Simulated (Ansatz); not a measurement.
TiO2 (Anatase):

```
CELL_PARAMETERS angstrom
-1.89210 1.89210 4.75730
1.89210 -1.89210 4.75730
1.89210 1.89210 -4.75730
ATOMIC_POSITIONS crystal
Ti 0.75000 0.25000 0.50000
Ti 0.00000 0.00000 0.00000
O 0.79190 0.79190 0.00000
O 0.54190 0.04190 0.50000
O 0.95810 0.45810 0.50000
O 0.20810 0.20810 0.00000
```

* Program: Ansatz 0.2.0
* Task: relaxation of cell and atoms
* Functional: PBE
* Potentials or basis: Ansatz PAW
* Cutoff: 420 eV (not typed: the program's choice for these potentials)
* k mesh: 10 × 10 × 10
* Occupations: fermi-dirac, width 0.05 eV
* Spin: no spin polarisation

At the start: volume 11.35 Å³/atom.

Problem. Where does the relaxation end?

Solution. It ends after 7 steps and the volume is 11.66 Å³/atom (+2.7 %); space group I4_1/amd (No. 141, to 0.05 Å).

Step by step:
| step | energy change (eV) | largest force (eV/Å) | volume (Å³) |
| --- | --- | --- | --- |
| 1 | 0.0000 | 0.1020 | 68.13 |
| 2 | -0.0193 | 0.0324 | 69.32 |
| 3 | -0.0200 | 0.0059 | 69.85 |
| 4 | -0.0202 | 0.0028 | 69.88 |
| 5 | -0.0290 | 0.0025 | 69.88 |
| 6 | -0.0287 | 0.0005 | 69.98 |
| 7 | -0.0291 | 0.0005 | 69.98 |

Final structure:
```cif
data_structure
_symmetry_space_group_name_H-M 'P 1'
_symmetry_Int_Tables_number 1
_cell_length_a 5.5430
_cell_length_b 5.5430
_cell_length_c 5.5430
_cell_angle_alpha 139.917
_cell_angle_beta 139.917
_cell_angle_gamma 57.980
_cell_volume 69.98
loop_
_atom_site_label
_atom_site_type_symbol
_atom_site_fract_x
_atom_site_fract_y
_atom_site_fract_z
_atom_site_occupancy
Ti1 Ti 0.75000 0.25000 0.50000 1
Ti2 Ti 0.00000 0.00000 0.00000 1
O1 O 0.79350 0.79350 0.00000 1
O2 O 0.54350 0.04350 0.50000 1
O3 O 0.95650 0.45650 0.50000 1
O4 O 0.20650 0.20650 0.00000 1
```

Caveat: the plane-wave basis is chosen anew once the cell has moved, so the energies of steps on either side of that aren't comparable; the pressure holds a Pulay correction of +0.7 GPa for the finite cutoff.
